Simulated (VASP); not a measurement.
# InSe: input slips in a band-gap run and what they do

Some runs for the gap of InSe get a fault in the input on purpose. Which of them show, and how? The starting structure is a computed structure from the Materials Project. Cell and atoms stay as given unless a step says otherwise.

Main program and level: VASP 6.6.1; Kohn-Sham DFT with plane waves and PAW; LDA.

**1. Starting point**

The structure is hexagonal, space group P-6m2 (No. 187). The conventional cell has a = 4.047 Å, b = 4.047 Å, c = 18.052 Å, α = 90.00°, β = 90.00°, γ = 120.00°. In has 3 Se at 2.65 Å and 1 In at 2.79 Å nearest. Nearest to In lie 3 Se at 2.65 Å and 1 In at 2.79 Å. Se has 3 In at 2.65 Å nearest. Nearest to Se lie 3 In at 2.65 Å. Farther neighbours and most contacts between anions are not listed.

Coordinates:

```xyz
8
Lattice="4.0473 0.0000 0.0000 -2.0237 3.5051 0.0000 0.0000 0.0000 18.0521" Properties=species:S:1:pos:R:3 pbc="T T T"
In    0.0000    2.3367    1.3971
In    0.0000    2.3367   16.6550
In    0.0000    0.0000    7.6289
In    0.0000    0.0000   10.4231
Se    0.0000    2.3367    6.3721
Se    0.0000    2.3367   11.6800
Se    2.0237    1.1684    2.6537
Se    2.0237    1.1684   15.3984
```

**2. Reference bands**

INCAR

```
SYSTEM = InSe
PREC = Accurate
ENCUT = 350
EDIFF = 1E-06
NELM = 100
ISMEAR = 0
SIGMA = 0.03
LREAL = .FALSE.
ALGO = Normal
GGA = CA
NBANDS = 59
LORBIT = 11
LWAVE = .FALSE.
LCHARG = .FALSE.
KPAR = 4
```

POSCAR

```
InSe
1.0
    4.0473293151      0.0000000000      0.0000000000
   -2.0236646576      3.5050900044      0.0000000000
    0.0000000000      0.0000000000     18.0520649100
In Se
4 4
Direct
    0.3333333333      0.6666666667      0.0773904900
    0.3333333333      0.6666666667      0.9226095100
    0.0000000000      0.0000000000      0.4226063200
    0.0000000000      0.0000000000      0.5773936800
    0.3333333333      0.6666666667      0.3529842800
    0.3333333333      0.6666666667      0.6470157200
    0.6666666667      0.3333333333      0.1469999300
    0.6666666667      0.3333333333      0.8530000700
```

KPOINTS

```
Automatic mesh
0
Gamma
6 6 2
0 0 0
```

KPOINTS_OPT

```
Line mode
8
Line-mode
Reciprocal
  0.00000000   0.00000000   0.00000000 GAMMA
  0.50000000   0.00000000   0.00000000 M

  0.50000000   0.00000000   0.00000000 M
  0.33333333   0.33333333   0.00000000 K

  0.33333333   0.33333333   0.00000000 K
  0.00000000   0.00000000   0.00000000 GAMMA

  0.00000000   0.00000000   0.00000000 GAMMA
  0.00000000   0.00000000   0.50000000 A

  0.00000000   0.00000000   0.50000000 A
  0.50000000   0.00000000   0.50000000 L

  0.50000000   0.00000000   0.50000000 L
  0.33333333   0.33333333   0.50000000 H

  0.33333333   0.33333333   0.50000000 H
  0.00000000   0.00000000   0.50000000 A

  0.50000000   0.00000000   0.50000000 L
  0.50000000   0.00000000   0.00000000 M

  0.33333333   0.33333333   0.00000000 K
  0.33333333   0.33333333   0.50000000 H
```

Potentials, in the order of the species: In_d and Se (LDA family, release 64).

Run with:

```bash
$ mpirun -np 4 vasp_std
```

Log:

```text
[banner, memory and clock lines left out]
running    4 mpi-ranks, on    1 nodes
 distrk:  each k-point on    1 cores,    4 groups
 distr:  one band on    1 cores,    1 groups

 POSCAR found type information on POSCAR InSe
 POSCAR found :  2 types and       8 ions
 LDA part: xc-table for (Slater(with rela. corr.)+CA(PZ))
 , standard interpolation
 POSCAR, INCAR and KPOINTS ok, starting setup
 FFT: planning ... GRIDC
 FFT: planning ... GRID_SOFT
 FFT: planning ... GRID
 WAVECAR not read
 entering main loop
       N       E                     dE             d eps       ncg     rms          rms(c)
DAV:   1     0.665619037698E+03    0.66562E+03   -0.26241E+04  1660   0.107E+03
DAV:   2     0.653001467642E+02   -0.60032E+03   -0.56732E+03  1668   0.313E+02
DAV:   3    -0.280021926180E+02   -0.93302E+02   -0.90398E+02  2004   0.145E+02
DAV:   4    -0.338975219500E+02   -0.58953E+01   -0.58485E+01  2016   0.374E+01
DAV:   5    -0.341216359986E+02   -0.22411E+00   -0.22399E+00  2128   0.705E+00    0.100E+01
DAV:   6    -0.331969437109E+02    0.92469E+00   -0.82429E-01  2232   0.128E+01    0.599E+00
DAV:   7    -0.331213820888E+02    0.75562E-01   -0.75830E-01  2328   0.425E+00    0.119E+00
DAV:   8    -0.331090186446E+02    0.12363E-01   -0.82379E-02  2408   0.250E+00    0.940E-01
DAV:   9    -0.331081079633E+02    0.91068E-03   -0.14388E-02  1936   0.400E-01    0.480E-01
DAV:  10    -0.331074401915E+02    0.66777E-03   -0.10509E-03  2688   0.259E-01    0.194E-01
DAV:  11    -0.331074453326E+02   -0.51410E-05   -0.46795E-04  2216   0.175E-01    0.599E-02
DAV:  12    -0.331074285699E+02    0.16763E-04   -0.71816E-05  2376   0.730E-02    0.300E-02
DAV:  13    -0.331074299394E+02   -0.13695E-05   -0.11344E-05  1968   0.150E-02    0.299E-02
DAV:  14    -0.331074323428E+02   -0.24035E-05   -0.41216E-06  1816   0.172E-02    0.186E-02
DAV:  15    -0.331074320931E+02    0.24968E-06   -0.83147E-07  1106   0.598E-03
   1 F= -.33107432E+02 E0= -.33107432E+02  d E =-.400579E-16
 Start KPOINTS_OPT (optional k-point list driver)
k-point batch [1-14\72]
       N       E                     dE             ncg
DAV:   1     0.233654472805E+04   -0.16051E+05     1660
DAV:   2    -0.601002332295E+04   -0.83466E+04     1684
DAV:   3    -0.733209256086E+04   -0.13221E+04     1984
DAV:   4    -0.741419190227E+04   -0.82099E+02     2016
DAV:   5    -0.741731892033E+04   -0.31270E+01     2224
DAV:   6    -0.741744462917E+04   -0.12571E+00     2504
DAV:   7    -0.741744756760E+04   -0.29384E-02     2560
DAV:   8    -0.741744764629E+04   -0.78695E-04     2464
DAV:   9    -0.741744764862E+04   -0.23273E-05     1616
DAV:  10    -0.741744764889E+04   -0.27355E-06     1200
[...]
k-point batch [71-72\72]
       N       E                     dE             ncg
DAV:   1     0.236680611356E+05   -0.37221E+04      236
DAV:   2     0.224638514190E+05   -0.12042E+04      244
DAV:   3     0.222754248570E+05   -0.18843E+03      277
DAV:   4     0.222638541447E+05   -0.11571E+02      296
DAV:   5     0.222634108536E+05   -0.44329E+00      320
DAV:   6     0.222633866481E+05   -0.24206E-01      360
DAV:   7     0.222633861987E+05   -0.44937E-03      360
DAV:   8     0.222633861826E+05   -0.16081E-04      368
DAV:   9     0.222633861823E+05   -0.32932E-06      240
```

Run time: 2 min. Hardware: 4 MPI ranks of AMD EPYC 9R45, shared host; peak memory 1.2 GiB; 7.9 min of CPU time.

The logs omit lines about the potential files and the build; timing stands in the text.

Parts of OUTCAR (step 2):

```text
ion  position               nearest neighbor table
   1  0.333  0.667  0.077-   7 2.65   7 2.65   7 2.65   2 2.79
   2  0.333  0.667  0.923-   8 2.65   8 2.65   8 2.65   1 2.79
   3  0.000  0.000  0.423-   5 2.65   5 2.65   5 2.65   4 2.79
   4  0.000  0.000  0.577-   6 2.65   6 2.65   6 2.65   3 2.79
   5  0.333  0.667  0.353-   3 2.65   3 2.65   3 2.65
   6  0.333  0.667  0.647-   4 2.65   4 2.65   4 2.65
   7  0.667  0.333  0.147-   1 2.65   1 2.65   1 2.65
   8  0.667  0.333  0.853-   2 2.65   2 2.65   2 2.65

  LATTYP: Found a hexagonal cell.
 ALAT       =     4.0473293151
 C/A-ratio  =     4.4602411874

 Subroutine GETGRP returns: Found 12 space group operations
 (whereof 12 operations were pure point group operations)

The static configuration has the point symmetry D_3h.

 Found     14 irreducible k-points:

   k-points           NKPTS =     14   k-points in BZ     NKDIM =     14   number of bands    NBANDS=     59

   dimension x,y,z NGX =    28 NGY =   28 NGZ =  112
   dimension x,y,z NGXF=    56 NGYF=   56 NGZF=  224

   ENCUT  =  350.0 eV  25.72 Ry    5.07 a.u.   6.17  6.17 27.54*2*pi/ulx,y,z

   NELECT =      76.0000    total number of electrons

 k-points in reciprocal lattice and weights: Automatic mesh
   0.00000000  0.00000000  0.00000000       0.014
   0.16666667  0.00000000  0.00000000       0.083
   0.33333333  0.00000000  0.00000000       0.083
   0.50000000  0.00000000  0.00000000       0.042
   0.16666667  0.16666667  0.00000000       0.083
   0.33333333  0.16666667  0.00000000       0.167
   0.33333333  0.33333333  0.00000000       0.028
   0.00000000  0.00000000  0.50000000       0.014
   0.16666667  0.00000000  0.50000000       0.083
[...]
0.33333333  0.16666667  0.50000000       0.167
   0.33333333  0.33333333  0.50000000       0.028

 average (electrostatic) potential at core
       1 -97.4936       2 -97.4936       3 -97.4960       4 -97.4960       5 -61.1508
       6 -61.1508       7 -61.1478       8 -61.1478

 E-fermi :   3.0229

 k-point     1 :       0.0000    0.0000    0.0000
  band No.  band energies     occupation
    ...
     34       1.8668      2.00000
     35       1.8668      2.00000
     36       1.9166      2.00000
     37       1.9166      2.00000
     38       2.8602      2.00000
     39       3.3713      0.00000
     40       4.2173      0.00000
     41       4.9190      0.00000
     42       4.9623      0.00000
     43       7.2376      0.00000
    ...

 k-point     2 :       0.1667    0.0000    0.0000
  band No.  band energies     occupation
    ...
     34       1.5342      2.00000
     35       1.5803      2.00000
     36       1.6520      2.00000
     37       2.1474      2.00000
     38       2.7357      2.00000
     39       4.5610      0.00000
     40       4.9469      0.00000
     41       5.5997      0.00000
     42       5.7282      0.00000
     43       6.5780      0.00000
    ...

 k-point     3 :       0.3333    0.0000    0.0000
  band No.  band energies     occupation
    ...
     34       1.0220      2.00000
     35       1.1046      2.00000
     36       1.1930      2.00000
     37       1.9654      2.00000
     38       2.1113      2.00000
     39       4.5751      0.00000
     40       4.7466      0.00000
     41       4.9445      0.00000
     42       4.9763      0.00000
     43       6.7519      0.00000
    ...

  Total       -3.8543034     -3.8543034     -3.5601854      0.0000000      0.0000000      0.0000000
  in kB      -24.1135905    -24.1135905    -22.2735066      0.0000000      0.0000000      0.0000000
  external PRESSURE =     -23.5002292 kB  Pullay stress =       0.0000000 kB

  energy-cutoff  :      350.00
  volume of cell :      256.09
      direct lattice vectors                 reciprocal lattice vectors
     4.047329315  0.000000000  0.000000000     0.247076510  0.142649689  0.000000000
    -2.023664658  3.505090004  0.000000000     0.000000000  0.285299379  0.000000000
     0.000000000  0.000000000 18.052064910     0.000000000  0.000000000  0.055395325

 POSITION                                       TOTAL-FORCE (eV/Angst)
 -----------------------------------------------------------------------------------
     -0.00000      2.33673      1.39706        -0.000000      0.000000     -0.027995
     -0.00000      2.33673     16.65501        -0.000000      0.000000      0.027995
      0.00000      0.00000      7.62892         0.000000     -0.000000      0.027427
      0.00000      0.00000     10.42315         0.000000     -0.000000     -0.027427
     -0.00000      2.33673      6.37210         0.000000     -0.000000      0.127489
     -0.00000      2.33673     11.67997         0.000000     -0.000000     -0.127489
      2.02366      1.16836      2.65365         0.000000     -0.000000     -0.127641
      2.02366      1.16836     15.39841         0.000000     -0.000000      0.127641
 -----------------------------------------------------------------------------------
    total drift:                                0.000001     -0.000000     -0.000000

  FREE ENERGIE OF THE ION-ELECTRON SYSTEM (eV)
  ---------------------------------------------------
  free  energy   TOTEN  =       -33.1074320931 eV

  energy  without entropy=      -33.1074320931  energy(sigma->0) =      -33.10743209

 total charge
# of ion       s       p       d       tot
------------------------------------------
    1        0.874   0.669   9.878  11.421
    2        0.874   0.669   9.878  11.421
    3        0.874   0.669   9.878  11.421
    4        0.874   0.669   9.878  11.421
    5        1.476   2.321   0.021   3.818
    6        1.476   2.321   0.021   3.818
    7        1.476   2.321   0.021   3.818
    8        1.476   2.321   0.021   3.818
--------------------------------------------------
tot          9.402  11.957  39.597  60.956

[... 3 further parts left out ...]
```

Spin-orbit coupling is off here; with elements this heavy it can split and shift levels by tenths of an eV. At this level the cell is under a tension of 2.4 GPa, so at these settings it is away from equilibrium.

The reference gap is 0.511 eV.

**3. Bands with a fixed density without a density file**

A slip made on purpose: a fixed density without a density file. Against step 2 the input has ICHARG = 11 (also changed: NELM).

Edit INCAR of step 2 so:

```diff
@@ -4,3 +4,3 @@
 EDIFF = 1E-06
-NELM = 100
+NELM = 60
 ISMEAR = 0
@@ -15 +15,2 @@
 KPAR = 4
+ICHARG = 11
```

POSCAR is that of step 2.

KPOINTS is that of step 2.

KPOINTS_OPT is that of step 2.

Run with:

```bash
$ mpirun -np 4 vasp_std
```

Log:

```text
[banner, memory and clock lines left out]
running    4 mpi-ranks, on    1 nodes
[...]
LDA part: xc-table for (Slater(with rela. corr.)+CA(PZ))
 , standard interpolation
 POSCAR, INCAR and KPOINTS ok, starting setup
[...]
WARNING: CHGCAR is incomplete
|                                                                             |
|     EEEEEEE  RRRRRR   RRRRRR   OOOOOOO  RRRRRR      ###     ###     ###     |
|     E        R     R  R     R  O     O  R     R     ###     ###     ###     |
|     E        R     R  R     R  O     O  R     R     ###     ###     ###     |
|     EEEEE    RRRRRR   RRRRRR   O     O  RRRRRR       #       #       #      |
|     E        R   R    R   R    O     O  R   R                               |
|     E        R    R   R    R   O     O  R    R      ###     ###     ###     |
|     EEEEEEE  R     R  R     R  OOOOOOO  R     R     ###     ###     ###     |
|                                                                             |
|     ERROR: charge density could not be read from file CHGCAR for            |
|     ICHARG>10                                                               |
|                                                                             |
|       ---->  I REFUSE TO CONTINUE WITH THIS SICK JOB ... BYE!!! <----       |
|                                                                             |

1
1
1
1
```

Run time: 4.8 s. Hardware: 4 MPI ranks.

VASP stopped with this message: “ERROR: charge density could not be read from file CHGCAR for ICHARG>10”.

**4. Bands with too few electronic steps**

A slip made on purpose: too few electronic steps. Against step 2 the input has NELM = 4.

Edit INCAR of step 3 so:

```diff
@@ -4,3 +4,3 @@
 EDIFF = 1E-06
-NELM = 60
+NELM = 4
 ISMEAR = 0
@@ -15,2 +15 @@
 KPAR = 4
-ICHARG = 11
```

POSCAR is that of step 3.

KPOINTS is that of step 3.

KPOINTS_OPT is that of step 3.

Run with:

```bash
$ mpirun -np 4 vasp_std
```

Log:

```text
[... set-up lines as in an earlier step ...]
 entering main loop
       N       E                     dE             d eps       ncg     rms          rms(c)
[... 4 cycles as in an earlier step ...]
 -----------------------------------------------------------------------------
|                                                                             |
|           W    W    AA    RRRRR   N    N  II  N    N   GGGG   !!!           |
|           W    W   A  A   R    R  NN   N  II  NN   N  G    G  !!!           |
|           W    W  A    A  R    R  N N  N  II  N N  N  G       !!!           |
|           W WW W  AAAAAA  RRRRR   N  N N  II  N  N N  G  GGG   !            |
|           WW  WW  A    A  R   R   N   NN  II  N   NN  G    G                |
|           W    W  A    A  R    R  N    N  II  N    N   GGGG   !!!           |
|                                                                             |
|     The electronic self-consistency was not achieved in the given           |
|     number of steps (NELM). The forces and other quantities evaluated       |
|     might not be reliable so examine the results carefully. If you find     |
|     spurious results, we suggest increasing NELM, if you were close to      |
|     convergence or switching to a different ALGO or adjusting the           |
|     density mixing parameters otherwise.                                    |
|                                                                             |
 -----------------------------------------------------------------------------

   1 F= -.33897522E+02 E0= -.33897522E+02  d E =-.549365E-20
 Start KPOINTS_OPT (optional k-point list driver)
k-point batch [1-14\72]
       N       E                     dE             ncg
DAV:   1     0.232960751694E+04   -0.16058E+05     1652
DAV:   2    -0.602648701776E+04   -0.83561E+04     1676
DAV:   3    -0.735143131568E+04   -0.13249E+04     1965
DAV:   4    -0.743402581976E+04   -0.82595E+02     2000
[...]
k-point batch [71-72\72]
       N       E                     dE             ncg
DAV:   1     0.236665554436E+05   -0.37236E+04      236
DAV:   2     0.224618317464E+05   -0.12047E+04      244
DAV:   3     0.222730217006E+05   -0.18881E+03      277
DAV:   4     0.222614073592E+05   -0.11614E+02      296
```

Elapsed: 36 s, on 4 MPI ranks; peak memory 1.2 GiB.

From OUTCAR (step 4):

```text
  Total      -14.0562651    -14.0562651    -21.2111351      0.0000000      0.0000000     -0.0000000
  in kB      -87.9398903    -87.9398903   -132.7027399      0.0000000      0.0000000     -0.0000000
  external PRESSURE =    -102.8608402 kB  Pullay stress =       0.0000000 kB

 POSITION                                       TOTAL-FORCE (eV/Angst)
 -----------------------------------------------------------------------------------
     -0.00000      2.33673      1.39706        -0.000000      0.000000     -0.131271
     -0.00000      2.33673     16.65501        -0.000000      0.000000      0.131271
      0.00000      0.00000      7.62892         0.000000     -0.000000      0.086819
      0.00000      0.00000     10.42315        -0.000000      0.000000     -0.086819
     -0.00000      2.33673      6.37210         0.000000      0.000000      0.031411
     -0.00000      2.33673     11.67997         0.000000     -0.000000     -0.031411
      2.02366      1.16836      2.65365         0.000000     -0.000000     -0.037521
      2.02366      1.16836     15.39841         0.000000     -0.000000      0.037521
 -----------------------------------------------------------------------------------
    total drift:                                0.000000     -0.000000     -0.000000

  FREE ENERGIE OF THE ION-ELECTRON SYSTEM (eV)
  ---------------------------------------------------
  free  energy   TOTEN  =       -33.8975219500 eV

  energy  without entropy=      -33.8975219500  energy(sigma->0) =      -33.89752195

[... 2 parts as in an earlier step ...]

[... 1 further part left out ...]
[key lines of the parts left out:]
E-fermi :   2.5677
```

The electronic loop didn't reach EDIFF within its 4 cycles (NELM).

(Part 1 of 2 ends here.)

[Lines on the potential files, build, host, timing and source positions are cut from VASP's logs without a mark.]

[Logs are printed without paths, hosts, clocks, repeated set-up lines and the standing remarks that a program may print on its own settings, such as how far it seeks lower states.]

[Hosts, paths, dates, database ids (printed as entryN), source tags and the programs' standing remarks are cut or masked in the printed files.]
